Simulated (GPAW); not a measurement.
# MoS2 in GPAW: a series of runs

One slab, MoS2, is run at these levels: PBEsol+U; tasks: band structure.

All numbers are computed with GPAW 26.7.0; they aren't measurements. Logs are shortened: lines on timing, memory, paths and dates and some standing lists are left out, and cuts for length are marked. The log counts tension as positive stress, the text compression.

**1. Starting point**

The cell holds a slab with vacuum, 3 atoms: a = 3.184 Å, b = 3.184 Å, c = 17.335 Å, α = 90.00°, β = 90.00°, γ = 120.00°.

**2. Band structure, PBEsol+U**

run.py

```python
from ase import Atoms
from ase.dft.bandgap import bandgap
from ase.io import write
from ase.units import GPa
from gpaw import GPAW, PW, setup_paths

setup_paths.insert(0, '.')

atoms = Atoms(['Mo', 'S', 'S'],
              cell=[[3.1841260822, 0.0, 0.0],
                    [-1.5920630411, 2.757534076, 0.0],
                    [0.0, 0.0, 17.33459995]],
              scaled_positions=[[0.0, 0.0, 0.0],
                                [0.3333333333, 0.6666666667, 0.91050702],
                                [0.3333333333, 0.6666666667, 0.08949298]],
              pbc=True)

calc = GPAW(mode=PW(600),
            xc='PBEsol',
            kpts={'size': (8, 8, 2), 'gamma': True},
            occupations={'name': 'fermi-dirac', 'width': 0.05},
            setups={'Mo': ':d,3.0'},
            nbands=25,
            convergence={'density': 1e-05, 'energy': 1e-05},
            maxiter=150,
            txt='gpaw.txt')
atoms.calc = calc
energy = atoms.get_potential_energy()
forces = atoms.get_forces()
stress = atoms.get_stress()
calc.write('gs.gpw')
write('result.traj', atoms)
print(f'Energy: {energy:.6f} eV')
print('Forces (eV/A):')
print(forces.round(4))
print('Stress (GPa):', (stress / GPa).round(3))
print('Fermi level:', round(calc.get_fermi_level(), 4), 'eV')
print(f'Gap: {bandgap(calc)[0]:.4f} eV, direct: {bandgap(calc, direct=True)[0]:.4f} eV')

path = atoms.cell.bandpath('GMKGALHA,LM,KH', npoints=80, eps=1e-4)
bs_calc = calc.fixed_density(kpts=path, symmetry='off', nbands=49,
                             convergence={'bands': 'CBM+6.0', 'eigenstates': 1e-6}, txt='bands.txt')
bs = bs_calc.band_structure()
bs.write('bs.json')
print(f'Gap on the path: {bandgap(bs_calc)[0]:.4f} eV')
```

Potentials or basis: PAW data sets generated in the run's folder for this functional, pw.

On the command line:

```
> gpaw-setup -f PBEsol Mo S
> OMP_NUM_THREADS=1 python run.py
```

gpaw.txt:

```text
__  _  _
 | _ |_)|_||  |
 |__||  | ||/\| - 26.7.0

Input parameters:
  mode=PW(ecut=600.0),
  convergence={'density': 1e-05, 'energy': 1e-05},
  kpts=MonkhorstPack(size=(8, 8, 2), gamma=True),
  maxiter=150,
  nbands=25,
  occupations=Occupations(name='fermi-dirac', width=0.05),
  setups={'Mo': ':d,3.0'},
  xc=XC(name='PBEsol')

Diagonalizing LCAO Hamiltonian
Converting LCAO to pw mode

         S

         S

       Mo

Atoms  # Å, Bohr magnetons
|   | symbol |         x |        y |         z |    initial magnetic moments |
|---|--------|-----------|----------|-----------|-----------------------------|
| 0 |     Mo |  0.000000 | 0.000000 |  0.000000 | ( 0.0000,  0.0000,  0.0000) |
| 1 |      S | -0.000000 | 1.838356 | 15.783275 | ( 0.0000,  0.0000,  0.0000) |
| 2 |      S | -0.000000 | 1.838356 |  1.551325 | ( 0.0000,  0.0000,  0.0000) |

Unit cell  # Å
| periodic |         x |        y |         z |   lengths |     angles |
|----------|-----------|----------|-----------|-----------|------------|
|      yes |  3.184126 | 0.000000 |  0.000000 |  3.184126 |  90.000000 |
|      yes | -1.592063 | 2.757534 |  0.000000 |  3.184126 |  90.000000 |
|      yes |  0.000000 | 0.000000 | 17.334600 | 17.334600 | 120.000000 |

Number of symmetries: 12
Symmetry operations  # r_c * U_cc + t_c -> r_c
|    | kind |            matrix            |
|----|------|------------------------------|
|  0 |  σ   |  1, 1, 0,  0,-1, 0,  0, 0, 1 |
|  1 |  C2  |  1, 1, 0,  0,-1, 0,  0, 0,-1 |
|  2 |  E   |  1, 0, 0,  0, 1, 0,  0, 0, 1 |
|  3 |  σ   |  1, 0, 0,  0, 1, 0,  0, 0,-1 |
|  4 |  C3  |  0, 1, 0, -1,-1, 0,  0, 0, 1 |
|  5 |  S3  |  0, 1, 0, -1,-1, 0,  0, 0,-1 |
|  6 |  σ   |  0,-1, 0, -1, 0, 0,  0, 0, 1 |
|  7 |  C2  |  0,-1, 0, -1, 0, 0,  0, 0,-1 |
|  8 |  σ   | -1, 0, 0,  1, 1, 0,  0, 0, 1 |
|  9 |  C2  | -1, 0, 0,  1, 1, 0,  0, 0,-1 |
| 10 |  C3  | -1,-1, 0,  1, 0, 0,  0, 0, 1 |
| 11 |  S3  | -1,-1, 0,  1, 0, 0,  0, 0,-1 |

BZ-sampling:
  Number of BZ points: 128
  Number of IBZ points: 20

  Monkhorst-Pack size: [8, 8, 2]
  Monkhorst-Pack shift: [0.0625, 0.0625, 0.25]

K-points  # in reciprocal-cell coordinates
|     |                                coordinates |     weight |
|-----|--------------------------------------------|------------|
|   0 | (  0.00000000,   0.00000000,   0.00000000) | 0.00781250 |
|   1 | (  0.00000000,   0.00000000,   0.50000000) | 0.00781250 |
|   2 | (  0.12500000,   0.00000000,   0.00000000) | 0.04687500 |
|   3 | (  0.12500000,   0.00000000,   0.50000000) | 0.04687500 |
|   4 | (  0.25000000,  -0.12500000,   0.00000000) | 0.04687500 |
|   5 | (  0.25000000,  -0.12500000,   0.50000000) | 0.04687500 |
|   6 | (  0.25000000,   0.00000000,   0.00000000) | 0.04687500 |
|   7 | (  0.25000000,   0.00000000,   0.50000000) | 0.04687500 |
|   8 | (  0.37500000,  -0.12500000,   0.00000000) | 0.09375000 |
|   9 | (  0.37500000,  -0.12500000,   0.50000000) | 0.09375000 |
| ... |                                            |            |
|  19 | (  0.50000000,   0.50000000,   0.50000000) | 0.02343750 |

Plane wave coefficients: 5109
Cutoff: 600.0 eV

Spin-components: 1 (collinear spins)
Bands:           25
Projectors:      16
Spin-degeneracy: 2
Datatype:        complex128

Parallelization:
  kpt:    1
  domain: 1
  band:   1

Density:
  Valence electrons: 26.0
  Components: 1
  Grid points: [18 18 98]
  Charge: 0.0  # |e|

Potential:
  Grid points: [18 18 98]

species:
  Mo:
    name:    Molybdenum
    Z:       42.0
    valence: 14
    core:    28
    charge:  0.0  # [|e|]
    Hubbard: {U: 3.0,  # eV
              l: 2,
              scale: True}
    compensation charges:
      type: gauss
      rc: 0.38  # [Å]
      lmax: 2
    cutoffs:
      filter: 2.16  # [Å]
      core: 1.42  # [Å]
    projectors
    | kind |    occ | energy [eV] | rcut [Å] |
    |------|--------|-------------|----------|
    |   4s |  2.000 |     -64.262 |    1.238 |
    |   5s |  1.000 |      -4.116 |    1.238 |
    |   4p |  6.000 |     -38.461 |    1.296 |
    |   5p |  0.000 |      -1.012 |    1.296 |
    |   4d |  5.000 |      -3.770 |    1.296 |
    |    d |        |      23.442 |    1.296 |

    Using partial waves for Mo as LCAO basis

  S:
    name:    Sulfur
    Z:       16.0
    valence: 6
    core:    10
    charge:  0.0  # [|e|]
    compensation charges:
      type: gauss
      rc: 0.24  # [Å]
      lmax: 2
    cutoffs:
      filter: 1.77  # [Å]
      core: 1.66  # [Å]
    projectors
    | kind |    occ | energy [eV] | rcut [Å] |
    |------|--------|-------------|----------|
    |   3s |  2.000 |     -17.192 |    0.974 |
    |   3p |  4.000 |      -6.978 |    0.979 |
    |    s |        |      10.020 |    0.974 |
    |    p |        |      20.234 |    0.979 |
    |    d |        |       0.000 |    0.900 |

    Using partial waves for S as LCAO basis

Reference energy: -131755.109894  # eV

eigensolver:
  PPCG
  Converge bands: occupied
  niter=2

density mixing:
  MSR1-Mixer
  Pratt-step length: 0.05
  Maximum mixing coefficient: 0.75
  Old densities: 10
  SVD Regularization: 0.005
  Good broyden scale: 1.0
  Trust region scale: 1.0
  Backstep threshold: 4.0
  History deletion threshold: 6.0
  Fourier metric: weight=20.0, sigma=0.015

occupation numbers:
  Fermi-Dirac:
    width: 0.0500  # eV

poisson solver:
  ecut: 4800.0  # eV

xc functional:
  name: PBEsol with 2 nearest neighbor stencil

convergence criteria:
- Maximum integral of absolute [dens]ity change: 1e-05 electrons / valence electron
- Maximum [total energy] change in last 3 cyles: 1e-05 eV / valence electron
- Maximum integral of absolute [eigenst]ate change: 4e-08 eV^2 / valence electron
maximum number of iterations: 150

SCF iterations
|iter     | |      energy | eigst |  dens |
|---------|-|-------------|-------|-------|
|iter:   1| |  -21.569977 | +0.38 |       |
|iter:   2| |  -21.056826 | -1.30 | -0.98 |
|iter:   3| |  -19.969125 | -1.13 | -1.05 |
|iter:   4| |  -19.940266 | -2.15 | -1.51 |
|iter:   5| |  -19.939817 | -2.87 | -1.85 |
|iter:   6| |  -19.938866 | -3.82 | -2.43 |
|iter:   7| |  -19.938882 | -4.60 | -2.92 |
|iter:   8| |  -19.938920c| -5.53 | -3.42 |
|iter:   9| |  -19.938931c| -6.19 | -3.93 |
|iter:  10| |  -19.938932c| -6.96 | -4.40 |
|iter:  11| |  -19.938932c| -7.73c| -4.99 |
|iter:  12| |  -19.938932c| -7.97c| -5.59c|

Converged in 12 steps
Energy contributions relative to reference atoms: (reference = -131755.109894)

Energy contributions:
  Kinetic:          -4.878480
  Coulomb:          -2.042193
  Zero:             -0.092247
  External:          0.000000
  Xc:              -12.926012
  Entropy:          -0.000000
  Spinorbit:         0.000000
  ----------------------------
  Free energy:     -19.938932
  Extrapolated:    -19.938932

dipole moment: (-9.483558, -8.322626, -65.053266)  # |e|*Ang

Fermi level: -0.506
Eigenvalues  # (at kpt = [0.000, 0.000, 0.000])
| band index |      eig [eV] | occ [0-2] |
|------------|---------------|-----------|
|          0 |       -62.164 |     2.000 |
|        ... |               |           |
|          5 |       -14.017 |     2.000 |
|          6 |        -6.932 |     2.000 |
|          7 |        -3.926 |     2.000 |
|          8 |        -3.926 |     2.000 |
|          9 |        -2.991 |     2.000 |
|         10 |        -2.731 |     2.000 |
[... 8 lines left out ...]
|         19 |         4.860 |     0.000 |
|         20 |         5.651 |     0.000 |
|        ... |               |           |
|         24 |         9.429 |     0.000 |

Gap: 1.723 eV
Transition (v -> c):
  (s=0, k=1, n=12, [0.00, 0.00, 0.50]) -> (s=0, k=13, n=13, [0.38, 0.38, 0.50])
Direct/indirect transitions are different
Direct gap: 1.840 eV
Transition at: (s=0, k=13, n=12, [0.38, 0.38, 0.50])

Forces  # eV/Ang
|       x |       y |        z |
|---------|---------|----------|
| 0.00000 | 0.00000 |  0.00000 |  # Mo   0
| 0.00000 | 0.00000 |  0.10298 |  # S    1
| 0.00000 | 0.00000 | -0.10298 |  # S    2

Stress tensor  # eV/Ang^3
|        x |        y |        z |
|----------|----------|----------|
| 0.008507 | 0.000000 | 0.000000 |
| 0.000000 | 0.008507 | 0.000000 |
| 0.000000 | 0.000000 | 0.002322 |

# Writing to gs.gpw (mode='')
```

It took 6.4 min on 1 thread of Intel Xeon at 2.50GHz (Skylake/Cascade Lake), shared host; peak memory 0.68 GiB.

What came out:

```yaml
Free_energy: -19.9389 eV
Largest_force: 0.103 eV/Å
Band_gap_on_the_k_mesh: 1.72 eV, indirect (least direct gap 1.84 eV)
Band_gap_along_the_path: 1.49 eV, direct
```

Forces on the atoms (eV/Å):
```
Mo   0.000  0.000  0.000
S    0.000  0.000  0.103
S    0.000  0.000 -0.103
```

Stress tensor (GPa, compression positive):
```
-1.36  0.00  0.00
 0.00 -1.36  0.00
 0.00  0.00 -0.37
```

Levels at the corners of the path, in eV from the valence-band top:
```csv
point,band 9,band 10,band 11,band 12,band 13,band 14,band 15,band 16,band 17,band 18
Γ,-2.61,-1.68,-1.42,-1.42,-0.03,2.85,2.85,3.10,3.10,5.52
M,-4.05,-3.08,-1.74,-0.95,-0.65,2.24,2.66,3.95,4.45,6.14
K,-4.08,-3.51,-2.83,-2.00,0.00,1.49,3.19,3.59,4.98,7.19
Γ,-2.61,-1.68,-1.42,-1.42,-0.03,2.85,2.85,3.10,3.10,5.52
A,-2.61,-1.68,-1.42,-1.42,-0.03,2.85,2.85,3.10,3.10,5.62
L,-4.05,-3.08,-1.74,-0.95,-0.65,2.24,2.66,3.95,4.45,6.14
H,-4.08,-3.51,-2.83,-2.00,0.00,1.49,3.19,3.59,4.98,7.19
A,-2.61,-1.68,-1.42,-1.42,-0.03,2.85,2.85,3.10,3.10,5.62
L,-4.05,-3.08,-1.74,-0.95,-0.65,2.24,2.66,3.95,4.45,6.14
M,-4.05,-3.08,-1.74,-0.95,-0.65,2.24,2.66,3.95,4.45,6.14
K,-4.08,-3.51,-2.83,-2.00,0.00,1.49,3.19,3.59,4.98,7.19
H,-4.08,-3.51,-2.83,-2.00,0.00,1.49,3.19,3.59,4.98,7.19
```

**3. Band structure, PBEsol+U**

Edit run.py of step 2 so:

```diff
@@ -21,3 +21,3 @@
             occupations={'name': 'fermi-dirac', 'width': 0.05},
-            setups={'Mo': ':d,3.0'},
+            setups={'Mo': ':d,4.0'},
             nbands=25,
```

Potentials or basis: PAW data sets generated in the run's folder for this functional, pw.

On the command line:

```
> gpaw-setup -f PBEsol Mo S
> OMP_NUM_THREADS=1 python run.py
```

Run time: 6.4 min. Hardware: 1 thread of Intel Xeon at 2.50GHz (Skylake/Cascade Lake), shared host; peak memory 0.68 GiB.

It converged, with:

```
Free energy             : -18.6968 eV
Largest force           : 0.086 eV/Å
Band gap along the path : 1.37 eV, direct
```

Forces in eV/Å, atoms in the order of the input:
```
Mo   0.000  0.000  0.000
S    0.000  0.000  0.086
S    0.000  0.000 -0.086
```

Stress tensor (GPa, compression positive):
```
-1.26  0.00  0.00
 0.00 -1.26  0.00
 0.00  0.00 -0.32
```

Levels at the corners of the path, in eV from the valence-band top:
```tsv
point	band 9	band 10	band 11	band 12	band 13	band 14	band 15	band 16	band 17	band 18
Γ	-2.61	-1.68	-1.39	-1.39	-0.12	2.87	2.87	3.10	3.10	5.51
M	-4.06	-3.06	-1.74	-0.95	-0.70	2.25	2.58	3.97	4.48	6.13
K	-4.09	-3.51	-2.83	-1.99	0.00	1.37	3.21	3.59	5.02	7.17
Γ	-2.61	-1.68	-1.39	-1.39	-0.12	2.87	2.87	3.10	3.10	5.51
A	-2.61	-1.68	-1.39	-1.39	-0.12	2.87	2.87	3.10	3.10	5.62
L	-4.06	-3.06	-1.74	-0.95	-0.70	2.25	2.58	3.97	4.48	6.13
H	-4.09	-3.51	-2.83	-1.99	0.00	1.37	3.21	3.59	5.02	7.17
A	-2.61	-1.68	-1.39	-1.39	-0.12	2.87	2.87	3.10	3.10	5.62
L	-4.06	-3.06	-1.74	-0.95	-0.70	2.25	2.58	3.97	4.48	6.13
M	-4.06	-3.06	-1.74	-0.95	-0.70	2.25	2.58	3.97	4.48	6.13
K	-4.09	-3.51	-2.83	-1.99	0.00	1.37	3.21	3.59	5.02	7.17
H	-4.09	-3.51	-2.83	-1.99	0.00	1.37	3.21	3.59	5.02	7.17
```

**4. Band structure, PBEsol+U**

Edit run.py of step 3 so:

```diff
@@ -21,3 +21,3 @@
             occupations={'name': 'fermi-dirac', 'width': 0.05},
-            setups={'Mo': ':d,4.0'},
+            setups={'Mo': ':d,6.0'},
             nbands=25,
```

Potentials or basis: PAW data sets generated in the run's folder for this functional, pw.

On the command line:

```
> gpaw-setup -f PBEsol Mo S
> OMP_NUM_THREADS=1 python run.py
```

gpaw.txt:

```text
__  _  _
 | _ |_)|_||  |
 |__||  | ||/\| - 26.7.0

Input parameters:
  mode=PW(ecut=600.0),
  convergence={'density': 1e-05, 'energy': 1e-05},
  kpts=MonkhorstPack(size=(8, 8, 2), gamma=True),
  maxiter=150,
  nbands=25,
  occupations=Occupations(name='fermi-dirac', width=0.05),
  setups={'Mo': ':d,6.0'},
  xc=XC(name='PBEsol')

Diagonalizing LCAO Hamiltonian
Converting LCAO to pw mode

         S

         S

       Mo

Atoms  # Å, Bohr magnetons
|   | symbol |         x |        y |         z |    initial magnetic moments |
|---|--------|-----------|----------|-----------|-----------------------------|
| 0 |     Mo |  0.000000 | 0.000000 |  0.000000 | ( 0.0000,  0.0000,  0.0000) |
| 1 |      S | -0.000000 | 1.838356 | 15.783275 | ( 0.0000,  0.0000,  0.0000) |
| 2 |      S | -0.000000 | 1.838356 |  1.551325 | ( 0.0000,  0.0000,  0.0000) |

Unit cell  # Å
| periodic |         x |        y |         z |   lengths |     angles |
|----------|-----------|----------|-----------|-----------|------------|
|      yes |  3.184126 | 0.000000 |  0.000000 |  3.184126 |  90.000000 |
|      yes | -1.592063 | 2.757534 |  0.000000 |  3.184126 |  90.000000 |
|      yes |  0.000000 | 0.000000 | 17.334600 | 17.334600 | 120.000000 |

Number of symmetries: 12
Symmetry operations  # r_c * U_cc + t_c -> r_c
|    | kind |            matrix            |
|----|------|------------------------------|
|  0 |  σ   |  1, 1, 0,  0,-1, 0,  0, 0, 1 |
|  1 |  C2  |  1, 1, 0,  0,-1, 0,  0, 0,-1 |
|  2 |  E   |  1, 0, 0,  0, 1, 0,  0, 0, 1 |
[... 156 lines left out ...]
|iter:  10| |  -16.240379 | -1.57 | -2.62 |
|iter:  11| |  -16.269890 | -1.70 | -2.19 |
[... 5 lines left out ...]
|iter:  17| |  -16.271141 | -4.09 | -2.74 |
|iter:  18| |  -16.280695 | -3.55 | -2.78 |
|iter:  19| |  -16.278067 | -4.47 | -2.80 |
|iter:  20| |  -16.282194 | -4.22 | -2.74 |
|iter:  21| |  -16.305116 | -2.09 | -2.75 |
|iter:  22| |  -16.306735 | -2.91 | -2.79 |
|iter:  23| |  -16.308414 | -3.74 | -3.22 |
|iter:  24| |  -16.307453 | -3.71 | -3.92 |
|iter:  25| |  -16.308434 | -3.93 | -3.24 |
|iter:  26| |  -16.308448 | -5.30 | -4.01 |
|iter:  27| |  -16.308444c| -5.57 | -4.56 |
|iter:  28| |  -16.308450c| -6.07 | -4.34 |
|iter:  29| |  -16.308450c| -7.72c| -5.38c|

Converged in 29 steps
Energy contributions relative to reference atoms: (reference = -131755.109894)

Energy contributions:
  Kinetic:           4.552223
  Coulomb:          -9.040302
  Zero:             -0.203108
  External:          0.000000
  Xc:              -11.617263
  Entropy:          -0.000000
  Spinorbit:         0.000000
  ----------------------------
  Free energy:     -16.308450
  Extrapolated:    -16.308450

dipole moment: (-9.389567, -8.345056, -64.903172)  # |e|*Ang

Fermi level: -1.305
Eigenvalues  # (at kpt = [0.000, 0.000, 0.000])
| band index |      eig [eV] | occ [0-2] |
|------------|---------------|-----------|
|          0 |       -62.226 |     2.000 |
|        ... |               |           |
|          5 |       -13.952 |     2.000 |
|          6 |        -7.715 |     2.000 |
|          7 |        -3.567 |     2.000 |
|          8 |        -3.567 |     2.000 |
|          9 |        -2.969 |     2.000 |
|         10 |        -2.739 |     2.000 |
[... 8 lines left out ...]
|         19 |         4.702 |     0.000 |
|         20 |         5.617 |     0.000 |
|        ... |               |           |
|         24 |         9.491 |     0.000 |

Gap: 1.434 eV
Transition (v -> c):
  (s=0, k=12, n=12, [0.38, 0.38, 0.00]) -> (s=0, k=12, n=13, [0.38, 0.38, 0.00])
No difference between direct/indirect transitions

Forces  # eV/Ang
|        x |       y |        z |
|----------|---------|----------|
|  0.00000 | 0.00000 |  0.00000 |  # Mo   0
|  0.00000 | 0.00000 |  0.02140 |  # S    1
| -0.00000 | 0.00000 | -0.02140 |  # S    2

Stress tensor  # eV/Ang^3
|         x |         y |        z |
|-----------|-----------|----------|
| -0.012321 |  0.000000 | 0.000000 |
|  0.000000 | -0.012321 | 0.000000 |
|  0.000000 |  0.000000 | 0.000665 |

# Writing to gs.gpw (mode='')
```

It took 9.1 min on 1 thread of Intel Xeon at 2.50GHz (Skylake/Cascade Lake), shared host; peak memory 0.68 GiB.

Results:

| Quantity | Value |
| --- | --- |
| Free energy | -16.3084 eV |
| Largest force | 0.021 eV/Å |
| Band gap along the path | 1.00 eV, direct |

Forces in eV/Å, atoms in the order of the input:
```
Mo   0.000  0.000  0.000
S    0.000  0.000  0.021
S    0.000  0.000 -0.021
```

Levels at the corners of the path, in eV from the valence-band top:
```
point  band 11  band 12  band 13  band 14  band 15  band 16
    Γ    -0.87    -0.60    -0.60     3.61     3.61     3.93
    M    -1.09    -1.03    -0.31     2.42     3.50     4.71
    K    -2.17    -1.31     0.00     1.00     4.00     4.69
    Γ    -0.87    -0.60    -0.60     3.61     3.61     3.93
    A    -0.87    -0.60    -0.60     3.61     3.61     3.93
    L    -1.09    -1.03    -0.31     2.42     3.50     4.71
    H    -2.17    -1.31     0.00     1.00     4.00     4.69
    A    -0.87    -0.60    -0.60     3.61     3.61     3.93
    L    -1.09    -1.03    -0.31     2.42     3.50     4.71
    M    -1.09    -1.03    -0.31     2.42     3.50     4.71
    K    -2.17    -1.31     0.00     1.00     4.00     4.69
    H    -2.17    -1.31     0.00     1.00     4.00     4.69
```

**5. Overview**

| U | largest force (eV/Å) |
| --- | --- |
| Mo d U = 3 eV | 0.10 |
| Mo d U = 4 eV | 0.09 |
| Mo d U = 6 eV | 0.02 |

Alike in all rows: task band structure; level PBEsol+U; potentials or basis PAW data sets generated in the run's folder for this functional, pw; no spin polarisation; cell as given; k mesh 8 × 8 × 2; cutoff (eV) 600; smearing fermi-dirac 0.05 eV.

Absolute energies hang on the potentials; compare differences alone.
